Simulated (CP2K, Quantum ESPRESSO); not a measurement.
A Quantum ESPRESSO input for a self-consistent single point of InCuS2 (I-42d, 8 atoms in the cell) (DFT, PBE, plane waves, PSlibrary PAW (PBE) pseudopotentials):

```fortran
&CONTROL
  calculation = 'scf'
  prefix = 'incus2'
  outdir = './tmp'
  pseudo_dir = './'
  tprnfor = .true.
  tstress = .true.
/
&SYSTEM
  ibrav = 0
  nat = 8
  ntyp = 3
  ecutwfc = 50
  ecutrho = 300
  occupations = 'smearing'
  smearing = 'fd'
  degauss = 0.0036749
/
&ELECTRONS
  conv_thr = 1e-10
/
ATOMIC_SPECIES
In   114.8180  In.pbe-dn-kjpaw_psl.1.0.0.UPF
Cu    63.5460  Cu.pbe-dn-kjpaw_psl.1.0.0.UPF
S     32.0600  S.pbe-n-kjpaw_psl.1.0.0.UPF
CELL_PARAMETERS {bohr}
  -5.1883772457     5.1883772457    10.4569884832
   5.1883772457    -5.1883772457    10.4569884832
   5.1883772457     5.1883772457   -10.4569884832
ATOMIC_POSITIONS {crystal}
In    0.5000000000    0.5000000000    0.0000000000
In    0.2500000000    0.7500000000    0.5000000000
Cu    0.7500000000    0.2500000000    0.5000000000
Cu    0.0000000000    0.0000000000    0.0000000000
S     0.8750000000    0.9038000000    0.5288000000
S     0.0962000000    0.6250000000    0.9712000000
S     0.3750000000    0.3462000000    0.4712000000
S     0.6538000000    0.1250000000    0.0288000000
K_POINTS {automatic}
4 4 4  0 0 0
```

Problem. Translate this input to CP2K.

Solution. One input that does it (others would too):

```
&GLOBAL
  PROJECT incus2
  RUN_TYPE ENERGY_FORCE
  PRINT_LEVEL LOW
&END GLOBAL
&FORCE_EVAL
  METHOD Quickstep
  STRESS_TENSOR ANALYTICAL
  &DFT
    BASIS_SET_FILE_NAME BASIS_MOLOPT
    POTENTIAL_FILE_NAME GTH_POTENTIALS
    &QS
      METHOD GPW
      EPS_DEFAULT 1E-11
    &END QS
    &MGRID
      CUTOFF 600
      REL_CUTOFF 50
      NGRIDS 5
    &END MGRID
    &SCF
      SCF_GUESS ATOMIC
      EPS_SCF 1E-6
      MAX_SCF 100
      ADDED_MOS 12
      &DIAGONALIZATION
        ALGORITHM STANDARD
      &END DIAGONALIZATION
      &MIXING
        METHOD BROYDEN_MIXING
        ALPHA 0.3
        NBUFFER 10
        BETA 1
      &END MIXING
      &SMEAR ON
        METHOD FERMI_DIRAC
        ELECTRONIC_TEMPERATURE [K] 580.23
      &END SMEAR
    &END SCF
    &KPOINTS
      SCHEME MONKHORST-PACK 4 4 4
      GAMMA_CENTERED T
    &END KPOINTS
    &XC
      &XC_FUNCTIONAL PBE
      &END XC_FUNCTIONAL
    &END XC
    &PRINT
      &MO
        EIGENVALUES T
        OCCUPATION_NUMBERS T
        NDIGITS 8
        FILENAME mo
        &EACH
          QS_SCF 0
        &END EACH
        ADD_LAST NUMERIC
      &END MO
      &MULLIKEN OFF
      &END MULLIKEN
    &END PRINT
  &END DFT
  &SUBSYS
    &CELL
      ABC 6.75995900 6.75995929 6.75995966
      ALPHA_BETA_GAMMA 132.07332856 132.07332211 70.11324013
      PERIODIC XYZ
    &END CELL
    &COORD
      SCALED
      In       0.50000000     0.50000000     0.00000000
      In       0.25000000     0.75000000     0.50000000
      Cu       0.75000000     0.25000000     0.50000000
      Cu       0.00000000     0.00000000     0.00000000
      S        0.87500000     0.90380000     0.52880000
      S        0.09620000     0.62500000     0.97120000
      S        0.37500000     0.34620000     0.47120000
      S        0.65380000     0.12500000     0.02880000
    &END COORD
    &KIND In
      BASIS_SET DZVP-MOLOPT-SR-GTH-q13
      POTENTIAL GTH-PBE-q13
    &END KIND
    &KIND Cu
      BASIS_SET DZVP-MOLOPT-SR-GTH-q11
      POTENTIAL GTH-PBE-q11
    &END KIND
    &KIND S
      BASIS_SET DZVP-MOLOPT-SR-GTH-q6
      POTENTIAL GTH-PBE-q6
    &END KIND
  &END SUBSYS
  &PRINT
    &FORCES ON
    &END FORCES
    &STRESS_TENSOR ON
    &END STRESS_TENSOR
  &END PRINT
&END FORCE_EVAL
```

Basis settings and potentials, where a program has them, do not carry over. This input uses DFT PBE, GPW, DZVP-MOLOPT-SR-GTH basis, GTH-PBE potentials (GTH_POTENTIALS).

The starting cell comes from a database of computed structures (which also holds hypothetical and non-ambient phases and stackings), without a prior relaxation at this level. Its lattice was rescaled by a random factor within 2.5 % of one. For this run, on top of that: lattice scaled by 0.98.
